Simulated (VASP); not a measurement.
# In (P6_3/mmc) in VASP: further runs, part 6 of 6

VASP 6.6.1. The steps go on from the part before.

### Step 96. Equation of state, PBE, 25.74 Å³/atom

Contents of INCAR:

```
SYSTEM = In
  PREC = Accurate
  ENCUT = 400
  EDIFF = 1E-6
  ISMEAR = 0
  SIGMA = 0.2
  LREAL = .FALSE.
  LASPH = .TRUE.
  NELM = 100
  ALGO = Normal
  ISIF = 2
  LWAVE = .FALSE.
  LCHARG = .FALSE.
  GGA = PE
  ADDGRID = .FALSE.
```

Contents of KPOINTS:

```
regular mesh
0
G
  11 11 6
  0 0 0
```

Contents of POSCAR:

```
In
1.0
    3.3017907129      0.0000000000      0.0000000000
   -1.6508953564      2.8594346354      0.0000000000
    0.0000000000      0.0000000000      5.4534912068
In
2
Direct
    0.6666666667      0.3333333333      0.7500000000
    0.3333333333      0.6666666667      0.2500000000
```

Potentials or basis: VASP PAW PBE potentials, release 64 (In_d).

Command:

```console
cat potpaw_PBE.64/In_d/POTCAR > POTCAR
mpirun -np 1 vasp_std > vasp.out
```

It took 12 s on 1 thread of Intel Xeon 6975P-C (Granite Rapids), shared host; peak memory 0.17 GiB.

The run converged, but some of its settings lie outside the range that counts as converged, so its numbers aren't taken as properties of the crystal.

Results:

| Quantity | Value |
| --- | --- |
| Free energy | -5.0939 eV |
| Pressure | 2.9 GPa |
| Band gap on the k mesh | none (metal or under the smearing width) |

### Step 97. Equation of state, PBE, 27.34 Å³/atom

INCAR is that of step 96.

KPOINTS is that of step 96.

Contents of POSCAR:

```
In
1.0
    3.3685115317      0.0000000000      0.0000000000
   -1.6842557658      2.9172165594      0.0000000000
    0.0000000000      0.0000000000      5.5636924371
In
2
Direct
    0.6666666667      0.3333333333      0.7500000000
    0.3333333333      0.6666666667      0.2500000000
```

Command:

```console
cat potpaw_PBE.64/In_d/POTCAR > POTCAR
mpirun -np 1 vasp_std > vasp.out
```

Run time: 12 s. Hardware: 1 thread of Intel Xeon 6975P-C (Granite Rapids), shared host; peak memory 0.17 GiB.

These settings aren't checked as converged: the numbers below hold their error.

What came out:

```yaml
Free_energy: -5.1265 eV
Pressure: 0.3 GPa
Band_gap_on_the_k_mesh: none (metal or under the smearing width)
```

### Step 98. Equation of state, PBE, 25.74 Å³/atom

Changes to INCAR since step 97:

```diff
@@ -4,3 +4,3 @@
   EDIFF = 1E-6
-  ISMEAR = 0
+  ISMEAR = -1
   SIGMA = 0.2
```

KPOINTS is that of step 97.

Contents of POSCAR:

```
In
1.0
    3.3017907129      0.0000000000      0.0000000000
   -1.6508953564      2.8594346354      0.0000000000
    0.0000000000      0.0000000000      5.4534912068
In
2
Direct
    0.6666666667      0.3333333333      0.7500000000
    0.3333333333      0.6666666667      0.2500000000
```

Command:

```console
cat potpaw_PBE.64/In_d/POTCAR > POTCAR
mpirun -np 1 vasp_std > vasp.out
```

It took 12 s on 1 thread of Intel Xeon 6975P-C (Granite Rapids), shared host; peak memory 0.17 GiB.

These settings aren't checked as converged: the numbers below hold their error.

Results:

* Free energy: -5.1431 eV
* Pressure: 3.0 GPa
* Band gap on the k mesh: none (metal or under the smearing width)

### Step 99. Equation of state, PBE, 27.34 Å³/atom

INCAR is that of step 98.

KPOINTS is that of step 98.

Contents of POSCAR:

```
In
1.0
    3.3685115317      0.0000000000      0.0000000000
   -1.6842557658      2.9172165594      0.0000000000
    0.0000000000      0.0000000000      5.5636924371
In
2
Direct
    0.6666666667      0.3333333333      0.7500000000
    0.3333333333      0.6666666667      0.2500000000
```

Potentials or basis: VASP PAW PBE potentials, release 64 (In_d).

Command:

```console
cat potpaw_PBE.64/In_d/POTCAR > POTCAR
mpirun -np 1 vasp_std > vasp.out
```

Wall time 12 s (1 thread of Intel Xeon 6975P-C (Granite Rapids), shared host); peak memory 0.17 GiB.

These settings aren't checked as converged: the numbers below hold their error.

What came out:

```
Free energy            : -5.1777 eV
Pressure               : 0.4 GPa
Band gap on the k mesh : none (metal or under the smearing width)
```

### Step 100. Equation of state, PBE, 25.74 Å³/atom

Changes to INCAR since step 99:

```diff
@@ -2,5 +2,5 @@
   PREC = Accurate
-  ENCUT = 400
+  ENCUT = 900
   EDIFF = 1E-6
-  ISMEAR = -1
+  ISMEAR = 1
   SIGMA = 0.2
```

Contents of KPOINTS:

```
regular mesh
0
G
  8 8 4
  0 0 0
```

Contents of POSCAR:

```
In
1.0
    3.3017907129      0.0000000000      0.0000000000
   -1.6508953564      2.8594346354      0.0000000000
    0.0000000000      0.0000000000      5.4534912068
In
2
Direct
    0.6666666667      0.3333333333      0.7500000000
    0.3333333333      0.6666666667      0.2500000000
```

Command:

```console
cat potpaw_PBE.64/In_d/POTCAR > POTCAR
mpirun -np 1 vasp_std > vasp.out
```

It took 22 s on 1 thread of Intel Xeon 6975P-C (Granite Rapids), shared host; peak memory 0.24 GiB.

These settings aren't checked as converged: the numbers below hold their error.

What came out:

```yaml
Free_energy: -4.9873 eV
Pressure: 2.9 GPa
Band_gap_on_the_k_mesh: none (metal or under the smearing width)
```

### Step 101. Equation of state, PBE, 27.34 Å³/atom

INCAR is that of step 100.

KPOINTS is that of step 100.

Contents of POSCAR:

```
In
1.0
    3.3685115317      0.0000000000      0.0000000000
   -1.6842557658      2.9172165594      0.0000000000
    0.0000000000      0.0000000000      5.5636924371
In
2
Direct
    0.6666666667      0.3333333333      0.7500000000
    0.3333333333      0.6666666667      0.2500000000
```

Command:

```console
cat potpaw_PBE.64/In_d/POTCAR > POTCAR
mpirun -np 1 vasp_std > vasp.out
```

Wall time 27 s (1 thread of Intel Xeon 6975P-C (Granite Rapids), shared host); peak memory 0.27 GiB.

The run converged, but some of its settings lie outside the range that counts as converged, so its numbers aren't taken as properties of the crystal.

What came out:

```
Free energy            : -5.0192 eV
Pressure               : 0.4 GPa
Band gap on the k mesh : none (metal or under the smearing width)
```

### Step 102. Equation of state, PBE, 25.74 Å³/atom

Changes to INCAR since step 101:

```diff
@@ -2,3 +2,3 @@
   PREC = Accurate
-  ENCUT = 900
+  ENCUT = 500
   EDIFF = 1E-6
```

Contents of KPOINTS:

```
regular mesh
0
G
  11 11 6
  0 0 0
```

Contents of POSCAR:

```
In
1.0
    3.3017907129      0.0000000000      0.0000000000
   -1.6508953564      2.8594346354      0.0000000000
    0.0000000000      0.0000000000      5.4534912068
In
2
Direct
    0.6666666667      0.3333333333      0.7500000000
    0.3333333333      0.6666666667      0.2500000000
```

Potentials or basis: VASP PAW PBE potentials, release 64 (In_d).

Command:

```console
cat potpaw_PBE.64/In_d/POTCAR > POTCAR
mpirun -np 1 vasp_std > vasp.out
```

Wall time 14 s (1 thread of Intel Xeon 6975P-C (Granite Rapids), shared host); peak memory 0.18 GiB.

The run converged, but some of its settings lie outside the range that counts as converged, so its numbers aren't taken as properties of the crystal.

Results:

| Property | Result |
| --- | --- |
| Free energy | -5.0846 eV |
| Pressure | 2.9 GPa |
| Band gap on the k mesh | none (metal or under the smearing width) |

### Step 103. Equation of state, PBE, 27.34 Å³/atom

INCAR is that of step 102.

KPOINTS is that of step 102.

Contents of POSCAR:

```
In
1.0
    3.3685115317      0.0000000000      0.0000000000
   -1.6842557658      2.9172165594      0.0000000000
    0.0000000000      0.0000000000      5.5636924371
In
2
Direct
    0.6666666667      0.3333333333      0.7500000000
    0.3333333333      0.6666666667      0.2500000000
```

Command:

```console
cat potpaw_PBE.64/In_d/POTCAR > POTCAR
mpirun -np 1 vasp_std > vasp.out
```

It took 24 s on 1 thread of Intel Xeon 6975P-C (Granite Rapids), shared host; peak memory 0.2 GiB.

The run converged, but some of its settings lie outside the range that counts as converged, so its numbers aren't taken as properties of the crystal.

What came out:

```yaml
Free_energy: -5.1172 eV
Pressure: 0.4 GPa
Band_gap_on_the_k_mesh: none (metal or under the smearing width)
```

### Step 104. Equation of state, PBE, 25.74 Å³/atom

Changes to INCAR since step 103:

```diff
@@ -1,3 +1,3 @@
 SYSTEM = In
-  PREC = Accurate
+  PREC = Low
   ENCUT = 500
```

KPOINTS is that of step 103.

Contents of POSCAR:

```
In
1.0
    3.3017907129      0.0000000000      0.0000000000
   -1.6508953564      2.8594346354      0.0000000000
    0.0000000000      0.0000000000      5.4534912068
In
2
Direct
    0.6666666667      0.3333333333      0.7500000000
    0.3333333333      0.6666666667      0.2500000000
```

Command:

```console
cat potpaw_PBE.64/In_d/POTCAR > POTCAR
mpirun -np 1 vasp_std > vasp.out
```

Wall time 10 s (1 thread of Intel Xeon 6975P-C (Granite Rapids), shared host); peak memory 0.14 GiB.

The run converged, but some of its settings lie outside the range that counts as converged, so its numbers aren't taken as properties of the crystal.

What came out:

```yaml
Free_energy: -5.0864 eV
Pressure: 3.1 GPa
Band_gap_on_the_k_mesh: none (metal or under the smearing width)
```

### Step 105. Equation of state, PBE, 27.34 Å³/atom

INCAR is that of step 104.

KPOINTS is that of step 104.

Contents of POSCAR:

```
In
1.0
    3.3685115317      0.0000000000      0.0000000000
   -1.6842557658      2.9172165594      0.0000000000
    0.0000000000      0.0000000000      5.5636924371
In
2
Direct
    0.6666666667      0.3333333333      0.7500000000
    0.3333333333      0.6666666667      0.2500000000
```

Potentials or basis: VASP PAW PBE potentials, release 64 (In_d).

Command:

```console
cat potpaw_PBE.64/In_d/POTCAR > POTCAR
mpirun -np 1 vasp_std > vasp.out
```

Wall time 10 s (1 thread of Intel Xeon 6975P-C (Granite Rapids), shared host); peak memory 0.14 GiB.

The run converged, but some of its settings lie outside the range that counts as converged, so its numbers aren't taken as properties of the crystal.

What came out:

* Free energy: -5.1232 eV
* Pressure: 0.5 GPa
* Band gap on the k mesh: none (metal or under the smearing width)

### Step 106. Equation of state, PBE, 25.74 Å³/atom

Changes to INCAR since step 105:

```diff
@@ -1,3 +1,3 @@
 SYSTEM = In
-  PREC = Low
+  PREC = Normal
   ENCUT = 500
```

KPOINTS is that of step 105.

Contents of POSCAR:

```
In
1.0
    3.3017907129      0.0000000000      0.0000000000
   -1.6508953564      2.8594346354      0.0000000000
    0.0000000000      0.0000000000      5.4534912068
In
2
Direct
    0.6666666667      0.3333333333      0.7500000000
    0.3333333333      0.6666666667      0.2500000000
```

Command:

```console
cat potpaw_PBE.64/In_d/POTCAR > POTCAR
mpirun -np 1 vasp_std > vasp.out
```

Run time: 10 s. Hardware: 1 thread of Intel Xeon 6975P-C (Granite Rapids), shared host; peak memory 0.16 GiB.

The run converged, but some of its settings lie outside the range that counts as converged, so its numbers aren't taken as properties of the crystal.

Results:

```yaml
Free_energy: -5.0847 eV
Pressure: 2.9 GPa
Band_gap_on_the_k_mesh: none (metal or under the smearing width)
```

### Step 107. Equation of state, PBE, 27.34 Å³/atom

INCAR is that of step 106.

KPOINTS is that of step 106.

Contents of POSCAR:

```
In
1.0
    3.3685115317      0.0000000000      0.0000000000
   -1.6842557658      2.9172165594      0.0000000000
    0.0000000000      0.0000000000      5.5636924371
In
2
Direct
    0.6666666667      0.3333333333      0.7500000000
    0.3333333333      0.6666666667      0.2500000000
```

Command:

```console
cat potpaw_PBE.64/In_d/POTCAR > POTCAR
mpirun -np 1 vasp_std > vasp.out
```

It took 11 s on 1 thread of Intel Xeon 6975P-C (Granite Rapids), shared host; peak memory 0.16 GiB.

The run converged, but some of its settings lie outside the range that counts as converged, so its numbers aren't taken as properties of the crystal.

What came out:

| Quantity | Value |
| --- | --- |
| Free energy | -5.1173 eV |
| Pressure | 0.4 GPa |
| Band gap on the k mesh | none (metal or under the smearing width) |

### Step 108. Equation of state, PBE, 25.74 Å³/atom

Changes to INCAR since step 107:

```diff
@@ -1,3 +1,3 @@
 SYSTEM = In
-  PREC = Normal
+  PREC = Accurate
   ENCUT = 500
@@ -6,3 +6,3 @@
   SIGMA = 0.2
-  LREAL = .FALSE.
+  LREAL = Auto
   LASPH = .TRUE.
```

KPOINTS is that of step 107.

Contents of POSCAR:

```
In
1.0
    3.3017907129      0.0000000000      0.0000000000
   -1.6508953564      2.8594346354      0.0000000000
    0.0000000000      0.0000000000      5.4534912068
In
2
Direct
    0.6666666667      0.3333333333      0.7500000000
    0.3333333333      0.6666666667      0.2500000000
```

Potentials or basis: VASP PAW PBE potentials, release 64 (In_d).

Command:

```console
cat potpaw_PBE.64/In_d/POTCAR > POTCAR
mpirun -np 1 vasp_std > vasp.out
```

Wall time 21 s (1 thread of Intel Xeon 6975P-C (Granite Rapids), shared host); peak memory 0.18 GiB.

These settings aren't checked as converged: the numbers below hold their error.

Results:

| Quantity | Value |
| --- | --- |
| Free energy | -5.0846 eV |
| Pressure | 2.8 GPa |
| Band gap on the k mesh | none (metal or under the smearing width) |

### Step 109. Equation of state, PBE, 27.34 Å³/atom

INCAR is that of step 108.

KPOINTS is that of step 108.

Contents of POSCAR:

```
In
1.0
    3.3685115317      0.0000000000      0.0000000000
   -1.6842557658      2.9172165594      0.0000000000
    0.0000000000      0.0000000000      5.5636924371
In
2
Direct
    0.6666666667      0.3333333333      0.7500000000
    0.3333333333      0.6666666667      0.2500000000
```

Command:

```console
cat potpaw_PBE.64/In_d/POTCAR > POTCAR
mpirun -np 1 vasp_std > vasp.out
```

Run time: 40 s. Hardware: 1 thread of Intel Xeon 6975P-C (Granite Rapids), shared host; peak memory 0.19 GiB.

The run converged, but some of its settings lie outside the range that counts as converged, so its numbers aren't taken as properties of the crystal.

Results:

```
Free energy            : -5.1185 eV
Pressure               : 0.4 GPa
Band gap on the k mesh : none (metal or under the smearing width)
```

### Step 110. Equation of state, PBE, 25.74 Å³/atom

Changes to INCAR since step 109:

```diff
@@ -3,6 +3,6 @@
   ENCUT = 500
-  EDIFF = 1E-6
+  EDIFF = 1E-4
   ISMEAR = 1
   SIGMA = 0.2
-  LREAL = Auto
+  LREAL = .FALSE.
   LASPH = .TRUE.
```

KPOINTS is that of step 109.

Contents of POSCAR:

```
In
1.0
    3.3017907129      0.0000000000      0.0000000000
   -1.6508953564      2.8594346354      0.0000000000
    0.0000000000      0.0000000000      5.4534912068
In
2
Direct
    0.6666666667      0.3333333333      0.7500000000
    0.3333333333      0.6666666667      0.2500000000
```

Command:

```console
cat potpaw_PBE.64/In_d/POTCAR > POTCAR
mpirun -np 1 vasp_std > vasp.out
```

Run time: 11 s. Hardware: 1 thread of Intel Xeon 6975P-C (Granite Rapids), shared host; peak memory 0.18 GiB.

These settings aren't checked as converged: the numbers below hold their error.

What came out:

| Item | Value |
| --- | --- |
| Free energy | -5.0846 eV |
| Pressure | 2.7 GPa |
| Band gap on the k mesh | none (metal or under the smearing width) |

### Step 111. Equation of state, PBE, 27.34 Å³/atom

INCAR is that of step 110.

KPOINTS is that of step 110.

Contents of POSCAR:

```
In
1.0
    3.3685115317      0.0000000000      0.0000000000
   -1.6842557658      2.9172165594      0.0000000000
    0.0000000000      0.0000000000      5.5636924371
In
2
Direct
    0.6666666667      0.3333333333      0.7500000000
    0.3333333333      0.6666666667      0.2500000000
```

Potentials or basis: VASP PAW PBE potentials, release 64 (In_d).

Command:

```console
cat potpaw_PBE.64/In_d/POTCAR > POTCAR
mpirun -np 1 vasp_std > vasp.out
```

Run time: 19 s. Hardware: 1 thread of Intel Xeon 6975P-C (Granite Rapids), shared host; peak memory 0.2 GiB.

These settings aren't checked as converged: the numbers below hold their error.

What came out:

```yaml
Free_energy: -5.1171 eV
Pressure: 0.2 GPa
Band_gap_on_the_k_mesh: none (metal or under the smearing width)
```

### Step 112. Equation of state, PBE, 25.74 Å³/atom

Changes to INCAR since step 111:

```diff
@@ -2,4 +2,4 @@
   PREC = Accurate
-  ENCUT = 500
-  EDIFF = 1E-4
+  ENCUT = 400
+  EDIFF = 1E-6
   ISMEAR = 1
```

Contents of KPOINTS:

```
regular mesh
0
G
  13 13 7
  0 0 0
```

Contents of POSCAR:

```
In
1.0
    3.3017907129      0.0000000000      0.0000000000
   -1.6508953564      2.8594346354      0.0000000000
    0.0000000000      0.0000000000      5.4534912068
In
2
Direct
    0.6666666667      0.3333333333      0.7500000000
    0.3333333333      0.6666666667      0.2500000000
```

Command:

```console
cat potpaw_PBE.64/In_d/POTCAR > POTCAR
mpirun -np 1 vasp_std > vasp.out
```

It took 14 s on 1 thread of Intel Xeon 6975P-C (Granite Rapids), shared host; peak memory 0.18 GiB.

The run converged, but some of its settings lie outside the range that counts as converged, so its numbers aren't taken as properties of the crystal.

What came out:

```yaml
Free_energy: -5.0671 eV
Pressure: 3.0 GPa
Band_gap_on_the_k_mesh: none (metal or under the smearing width)
```

### Step 113. Equation of state, PBE, 27.34 Å³/atom

INCAR is that of step 112.

KPOINTS is that of step 112.

Contents of POSCAR:

```
In
1.0
    3.3685115317      0.0000000000      0.0000000000
   -1.6842557658      2.9172165594      0.0000000000
    0.0000000000      0.0000000000      5.5636924371
In
2
Direct
    0.6666666667      0.3333333333      0.7500000000
    0.3333333333      0.6666666667      0.2500000000
```

Command:

```console
cat potpaw_PBE.64/In_d/POTCAR > POTCAR
mpirun -np 1 vasp_std > vasp.out
```

It took 14 s on 1 thread of Intel Xeon 6975P-C (Granite Rapids), shared host; peak memory 0.18 GiB.

These settings aren't checked as converged: the numbers below hold their error.

What came out:

```
Free energy            : -5.1016 eV
Pressure               : 0.4 GPa
Band gap on the k mesh : none (metal or under the smearing width)
```

### Step 114. Equation of state, PBE, 25.74 Å³/atom

Changes to INCAR since step 113:

```diff
@@ -2,3 +2,3 @@
   PREC = Accurate
-  ENCUT = 400
+  ENCUT = 600
   EDIFF = 1E-6
```

Contents of KPOINTS:

```
regular mesh
0
G
  11 11 6
  0 0 0
```

Contents of POSCAR:

```
In
1.0
    3.3017907129      0.0000000000      0.0000000000
   -1.6508953564      2.8594346354      0.0000000000
    0.0000000000      0.0000000000      5.4534912068
In
2
Direct
    0.6666666667      0.3333333333      0.7500000000
    0.3333333333      0.6666666667      0.2500000000
```

Potentials or basis: VASP PAW PBE potentials, release 64 (In_d).

Command:

```console
cat potpaw_PBE.64/In_d/POTCAR > POTCAR
mpirun -np 1 vasp_std > vasp.out
```

Wall time 27 s (1 thread of Intel Xeon 6975P-C (Granite Rapids), shared host); peak memory 0.22 GiB.

These settings aren't checked as converged: the numbers below hold their error.

What came out:

```yaml
Free_energy: -5.0845 eV
Pressure: 3.0 GPa
Band_gap_on_the_k_mesh: none (metal or under the smearing width)
```

### Step 115. Equation of state, PBE, 27.34 Å³/atom

INCAR is that of step 114.

KPOINTS is that of step 114.

Contents of POSCAR:

```
In
1.0
    3.3685115317      0.0000000000      0.0000000000
   -1.6842557658      2.9172165594      0.0000000000
    0.0000000000      0.0000000000      5.5636924371
In
2
Direct
    0.6666666667      0.3333333333      0.7500000000
    0.3333333333      0.6666666667      0.2500000000
```

Command:

```console
cat potpaw_PBE.64/In_d/POTCAR > POTCAR
mpirun -np 1 vasp_std > vasp.out
```

It took 27 s on 1 thread of Intel Xeon 6975P-C (Granite Rapids), shared host; peak memory 0.22 GiB.

These settings aren't checked as converged: the numbers below hold their error.

What came out:

* Free energy: -5.1170 eV
* Pressure: 0.4 GPa
* Band gap on the k mesh: none (metal or under the smearing width)

### Step 116. Equation of state, PBE, 25.74 Å³/atom

Changes to INCAR since step 115:

```diff
@@ -2,3 +2,3 @@
   PREC = Accurate
-  ENCUT = 600
+  ENCUT = 500
   EDIFF = 1E-6
```

Contents of KPOINTS:

```
regular mesh
0
G
  13 13 7
  0 0 0
```

Contents of POSCAR:

```
In
1.0
    3.3017907129      0.0000000000      0.0000000000
   -1.6508953564      2.8594346354      0.0000000000
    0.0000000000      0.0000000000      5.4534912068
In
2
Direct
    0.6666666667      0.3333333333      0.7500000000
    0.3333333333      0.6666666667      0.2500000000
```

Command:

```console
cat potpaw_PBE.64/In_d/POTCAR > POTCAR
mpirun -np 1 vasp_std > vasp.out
```

Wall time 17 s (1 thread of Intel Xeon 6975P-C (Granite Rapids), shared host); peak memory 0.19 GiB.

These settings aren't checked as converged: the numbers below hold their error.

Results:

- Free energy: -5.0671 eV
- Pressure: 3.0 GPa
- Band gap on the k mesh: none (metal or under the smearing width)

### Step 117. Equation of state, PBE, 27.34 Å³/atom

INCAR is that of step 116.

KPOINTS is that of step 116.

Contents of POSCAR:

```
In
1.0
    3.3685115317      0.0000000000      0.0000000000
   -1.6842557658      2.9172165594      0.0000000000
    0.0000000000      0.0000000000      5.5636924371
In
2
Direct
    0.6666666667      0.3333333333      0.7500000000
    0.3333333333      0.6666666667      0.2500000000
```

Potentials or basis: VASP PAW PBE potentials, release 64 (In_d).

Command:

```console
cat potpaw_PBE.64/In_d/POTCAR > POTCAR
mpirun -np 1 vasp_std > vasp.out
```

Run time: 30 s. Hardware: 1 thread of Intel Xeon 6975P-C (Granite Rapids), shared host; peak memory 0.21 GiB.

These settings aren't checked as converged: the numbers below hold their error.

What came out:

| Property | Result |
| --- | --- |
| Free energy | -5.1016 eV |
| Pressure | 0.5 GPa |
| Band gap on the k mesh | none (metal or under the smearing width) |
